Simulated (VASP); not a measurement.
**Input and output of a VASP r²SCAN single-point calculation on SnSe (measured structure)**

INCAR

```
LREAL = .FALSE.
ENCUT = 520
ISMEAR = -1
ISIF = 2
IBRION = -1
NBANDS = 17
NSW = 0
LCHARG = .FALSE.
LASPH = .TRUE.
EDIFF = 1E-7
SIGMA = 0.02
LWAVE = .FALSE.
METAGGA = R2SCAN
PREC = Accurate
ALGO = Normal
NELM = 120
```

KPOINTS

```
KPOINTS created by Atomic Simulation Environment
0
Gamma
8 8 8
0 0 0
```

KPOINTS_OPT

```
special points
8
Reciprocal
0.0000000000 0.0000000000 0.0000000000 1
0.5000000000 0.0000000000 0.5000000000 1
0.6250000000 0.2500000000 0.6250000000 1
0.3750000000 0.3750000000 0.7500000000 1
0.5000000000 0.5000000000 0.5000000000 1
0.5000000000 0.2500000000 0.7500000000 1
0.5000000000 0.4750000000 0.5250000000 1
-0.0605470000 -0.0421550000 0.4794110000 1
```

POSCAR

```
Sn Se
 1.0000000000000000
    -0.0000000000000000    2.9848894912484352    2.9848894912484352
     2.9848894912484352   -0.0000000000000000    2.9848894912484352
     2.9848894912484352    2.9848894912484352   -0.0000000000000000
 Sn  Se
   1   1
Cartesian
  0.0000000000000000  0.0000000000000000  0.0000000000000000
  2.9848894912484352  2.9848894912484352  2.9848894912484352
```

VASP ran with the recommended PBE PAW datasets (20 valence electrons in the cell).

Command

```
mpirun -np 1 vasp_std
```

OSZICAR

```
N       E                     dE             d eps       ncg     rms          rms(c)
DAV:   1     0.101663129338E+03    0.10166E+03   -0.10074E+04  1003   0.150E+03
DAV:   2    -0.300098274692E+02   -0.13167E+03   -0.12726E+03  1035   0.356E+02
DAV:   3    -0.429833908013E+02   -0.12974E+02   -0.12832E+02  1201   0.983E+01
DAV:   4    -0.433055928603E+02   -0.32220E+00   -0.32195E+00  1158   0.162E+01
DAV:   5    -0.433152017392E+02   -0.96089E-02   -0.96084E-02  1468   0.273E+00    0.374E+00
DAV:   6    -0.398665647485E+02    0.34486E+01   -0.95630E-01  1124   0.133E+01    0.256E+00
DAV:   7    -0.398665411158E+02    0.23633E-04   -0.15006E-01  1152   0.244E+00    0.106E+00
DAV:   8    -0.398721185465E+02   -0.55774E-02   -0.80906E-03  1217   0.912E-01    0.410E-01
DAV:   9    -0.398736635291E+02   -0.15450E-02   -0.19848E-03  1191   0.426E-01    0.102E-01
DAV:  10    -0.398736868472E+02   -0.23318E-04   -0.15212E-04  1323   0.170E-01    0.396E-02
DAV:  11    -0.398737225241E+02   -0.35677E-04   -0.66518E-05  1210   0.708E-02    0.168E-02
DAV:  12    -0.398737207693E+02    0.17548E-05   -0.20547E-05  1283   0.638E-02    0.334E-03
DAV:  13    -0.398737205781E+02    0.19128E-06   -0.48379E-07  1303   0.797E-03    0.815E-04
DAV:  14    -0.398737204971E+02    0.80937E-07   -0.51547E-08   763   0.232E-03
   1 F= -.39873720E+02 E0= -.39873720E+02  d E =-.589443E-08
       N       E                     dE             ncg
DAV:   1     0.641705474253E+03   -0.47031E+04      272
DAV:   2    -0.409779850141E+03   -0.10515E+04      288
DAV:   3    -0.516966886618E+03   -0.10719E+03      334
DAV:   4    -0.519696891274E+03   -0.27300E+01      340
DAV:   5    -0.519779496257E+03   -0.82605E-01      366
DAV:   6    -0.519782147172E+03   -0.26509E-02      398
DAV:   7    -0.519782172578E+03   -0.25406E-04      374
DAV:   8    -0.519782173037E+03   -0.45869E-06      400
DAV:   9    -0.519782173039E+03   -0.21446E-08      261
```

From OUTCAR

```
k-points           NKPTS =     29   k-points in BZ     NKDIM =     29   number of bands    NBANDS=     17

   NELECT =      20.0000    total number of electrons

   dimension x,y,z NGX =    32 NGY =   32 NGZ =   32
   dimension x,y,z NGXF=    64 NGYF=   64 NGZF=   64

  energy-cutoff  :      520.00
  volume of cell :       53.19
      direct lattice vectors                 reciprocal lattice vectors
     0.000000000  2.984889491  2.984889491    -0.167510389  0.167510389  0.167510389
     2.984889491  0.000000000  2.984889491     0.167510389 -0.167510389  0.167510389
     2.984889491  2.984889491  0.000000000     0.167510389  0.167510389 -0.167510389

 k-points in reciprocal lattice and weights: KPOINTS created by Atomic Simulation Env
   0.00000000  0.00000000  0.00000000       0.002
   0.12500000  0.00000000  0.00000000       0.016
   0.25000000  0.00000000  0.00000000       0.016
   0.37500000  0.00000000  0.00000000       0.016
   0.50000000  0.00000000  0.00000000       0.008
   0.12500000  0.12500000  0.00000000       0.012
   0.25000000  0.12500000  0.00000000       0.047
   0.37500000  0.12500000  0.00000000       0.047
   ...

 E-fermi :   6.2665

 k-point     1 :       0.0000    0.0000    0.0000
  band No.  band energies     occupation
      1     -16.5513      2.00000
      2     -16.5513      2.00000
      3     -16.5477      2.00000
      4     -16.5476      2.00000
      5     -16.5476      2.00000
      6      -8.9132      2.00000
      7       0.8294      2.00000
      8       3.2753      2.00000
      9       3.2753      2.00000
     10       3.2753      2.00000
     11      10.4503      0.00000
     12      10.4504      0.00000
     13      10.4504      0.00000
     14      12.0015      0.00000
     15      12.0015      0.00000
     16      12.0015      0.00000
     17      14.3340      0.00000

 k-point     2 :       0.1250    0.0000    0.0000
  band No.  band energies     occupation
      1     -16.5524      2.00000
      2     -16.5524      2.00000
      3     -16.5472      2.00000
      4     -16.5458      2.00000
      5     -16.5458      2.00000
      6      -8.7937      2.00000
      7       0.0690      2.00000
      8       3.2990      2.00000
      9       3.2990      2.00000
     10       3.9096      2.00000
     11       9.5463      0.00000
     12       9.6382      0.00000
     13       9.6382      0.00000
     14      12.0070      0.00000
     15      12.3915      0.00000
     16      12.3915      0.00000
     17      15.4620      0.00000

 k-point     3 :       0.2500    0.0000    0.0000
  band No.  band energies     occupation
      1     -16.5559      2.00000
      2     -16.5558      2.00000
      3     -16.5462      2.00000
      4     -16.5408      2.00000
      5     -16.5407      2.00000
      6      -8.4707      2.00000
      7      -1.2144      2.00000
      8       3.3755      2.00000
      9       3.3755      2.00000
     10       4.8413      2.00000
     11       8.2055      0.00000
     12       8.3887      0.00000
     13       8.3888      0.00000
     14      12.3452      0.00000
     15      13.4014      0.00000
     16      13.4014      0.00000
     17      17.7846      0.00000

 k-point     4 :       0.3750    0.0000    0.0000
  band No.  band energies     occupation
      1     -16.5594      2.00000
      2     -16.5594      2.00000
      3     -16.5453      2.00000
      4     -16.5356      2.00000
      5     -16.5356      2.00000
      6      -8.0776      2.00000
      7      -2.2853      2.00000
      8       3.4885      2.00000
      9       3.4885      2.00000
     10       5.5508      2.00000
     11       7.1351      0.00000
     12       7.4575      0.00000
     13       7.4576      0.00000
     14      13.4502      0.00000
     15      14.9534      0.00000
     16      14.9534      0.00000
     17      17.9719      0.00000

 k-point     5 :       0.5000    0.0000    0.0000
  band No.  band energies     occupation
      1     -16.5610      2.00000
      2     -16.5609      2.00000
      3     -16.5450      2.00000
      4     -16.5335      2.00000
      5     -16.5334      2.00000
      6      -7.8831      2.00000
      7      -2.7190      2.00000
      8       3.5504      2.00000
      9       3.5504      2.00000
     10       5.9803      2.00000
     11       6.5533      0.00000
     12       7.1090      0.00000
     13       7.1090      0.00000
     14      14.6378      0.00000
     15      16.5128      0.00000
     16      16.5134      0.00000
     17      16.5134      0.00000

 k-point     6 :       0.1250    0.1250    0.0000
  band No.  band energies     occupation
      1     -16.5551      2.00000
      2     -16.5500      2.00000
      3     -16.5487      2.00000
      4     -16.5448      2.00000
      5     -16.5448      2.00000
      6      -8.7535      2.00000
      7       0.0119      2.00000
      8       3.0116      2.00000
      9       3.0116      2.00000
     10       4.4672      2.00000
     11       8.2723      0.00000
     12      10.3261      0.00000
     13      10.3262      0.00000
     14      11.0967      0.00000
     15      13.1053      0.00000
     16      13.1053      0.00000
     17      14.5454      0.00000

 k-point     7 :       0.2500    0.1250    0.0000
  band No.  band energies     occupation
      1     -16.5595      2.00000
      2     -16.5511      2.00000
      3     -16.5485      2.00000
      4     -16.5415      2.00000
      5     -16.5401      2.00000
      6      -8.4969      2.00000
      7      -0.8566      2.00000
      8       2.8520      2.00000
      9       2.9725      2.00000
     10       4.9788      2.00000
     11       7.3372      0.00000
     12       9.6371      0.00000
     13       9.7141      0.00000
     14      11.1764      0.00000
     15      13.8701      0.00000
     16      14.1082      0.00000
     17      15.9381      0.00000

 k-point     8 :       0.3750    0.1250    0.0000
  band No.  band energies     occupation
      1     -16.5633      2.00000
      2     -16.5547      2.00000
      3     -16.5463      2.00000
      4     -16.5380      2.00000
      5     -16.5348      2.00000
      6      -8.1199      2.00000
      7      -1.8837      2.00000
      8       2.8944      2.00000
      9       2.9588      2.00000
     10       4.8771      2.00000
     11       7.2192      0.00000
     12       8.6652      0.00000
     13       8.9283      0.00000
     14      11.9518      0.00000
     15      14.9884      0.00000
     16      15.5758      0.00000
     17      17.8838      0.00000

 k-point     9 :       0.5000    0.1250    0.0000
  band No.  band energies     occupation
      1     -16.5644      2.00000
      2     -16.5580      2.00000
      3     -16.5441      2.00000
      4     -16.5356      2.00000
      5     -16.5329      2.00000
      6      -7.8417      2.00000
      7      -2.5112      2.00000
      8       2.6866      2.00000
      9       3.1400      2.00000
     10       4.9990      2.00000
     11       7.0531      0.00000
     12       7.8005      0.00000
     13       8.8058      0.00000
     14      13.4191      0.00000
     15      15.8001      0.00000
     16      16.6292      0.00000
     17      16.8943      0.00000

 k-point    10 :      -0.3750    0.1250    0.0000
  band No.  band energies     occupation
      1     -16.5620      2.00000
      2     -16.5591      2.00000
      3     -16.5439      2.00000
      4     -16.5351      2.00000
      5     -16.5351      2.00000
      6      -7.9070      2.00000
      7      -2.3921      2.00000
      8       2.4046      2.00000
      9       3.4807      2.00000
     10       5.5396      2.00000
     11       6.6549      0.00000
     12       7.3564      0.00000
     13       9.1886      0.00000
     14      13.6444      0.00000
     15      14.7998      0.00000
     16      15.9614      0.00000
     17      17.2881      0.00000

 k-point    11 :      -0.2500    0.1250    0.0000
  band No.  band energies     occupation
      1     -16.5578      2.00000
      2     -16.5574      2.00000
      3     -16.5453      2.00000
      4     -16.5401      2.00000
      5     -16.5372      2.00000
      6      -8.2513      2.00000
      7      -1.6234      2.00000
      8       2.3791      2.00000
      9       3.6787      2.00000
     10       5.6274      2.00000
     11       6.9073      0.00000
     12       7.5440      0.00000
     13       9.6918      0.00000
     14      12.6486      0.00000
     15      13.3128      0.00000
     16      15.4649      0.00000
     17      16.6735      0.00000

 ...

  Total        0.4228870      0.4228870      0.4228870     -0.0000000      0.0000000      0.0000000
  in kB       12.7385531     12.7385531     12.7385531     -0.0000000      0.0000000      0.0000000
  external PRESSURE =      12.7385531 kB  Pullay stress =       0.0000000 kB

 POSITION                                       TOTAL-FORCE (eV/Angst)
 -----------------------------------------------------------------------------------
      0.00000      0.00000      0.00000         0.000000     -0.000000     -0.000000
      2.98489      2.98489      2.98489        -0.000000      0.000000      0.000000
 -----------------------------------------------------------------------------------
    total drift:                                0.000000     -0.000000     -0.000000

  FREE ENERGIE OF THE ION-ELECTRON SYSTEM (eV)
  ---------------------------------------------------
  free  energy   TOTEN  =       -39.8737204971 eV

  energy  without entropy=      -39.8737204912  energy(sigma->0) =      -39.87372049
```

| Quantity | Value |
| --- | --- |
| gap between bands v and c | 0.03 eV |
| least direct gap | 0.03 eV |
| pressure | 1.3 GPa |

Band v is the last that the valence electrons fill when counted band by band, and c is the next.

The run took about 67 s on one core of a shared host (Intel Xeon Platinum 8488C) and held 0.19 GiB at most.
